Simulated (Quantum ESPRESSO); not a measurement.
The system is WS2.

```
W S
1.0
     0.00000    3.00794    3.00794
     3.00794    0.00000    3.00794
     3.00794    3.00794    0.00000
W S
1 2
Direct
  0.00000 0.00000 0.00000
  0.25000 0.25000 0.25000
  0.75000 0.75000 0.75000
```

Measurements of this composition are mostly on another form, of space group No. 194.

Base run:

```yaml
Program: Quantum ESPRESSO 7.5
Functional: LDA
Potentials_or_basis: GBRV 1.5 LDA
Cutoff: 762 eV
Density_cutoff: 6095 eV
k_mesh: 6 × 6 × 6
Occupations: gaussian, width 0.05 eV
Spin: collinear spin, ferromagnetic start
Starting_moments: "[2.0, 0.0, 0.0] μB"
Hubbard_terms: W d U = 1 eV
```

Its results: band gap on the k mesh none (metal or under the smearing width); pressure -12.1 GPa; net moment 1.86 μB per cell; site moments W +1.25; S +0.00 μB.

The run is repeated on the same cell with these changes: hubbard terms from W d U = 1 eV to W d U = 8 eV. What comes out?

Band gap on the k mesh none (metal or under the smearing width); pressure -2.9 GPa; net moment 2.00 μB per cell; site moments W +1.77; S -0.22 μB.
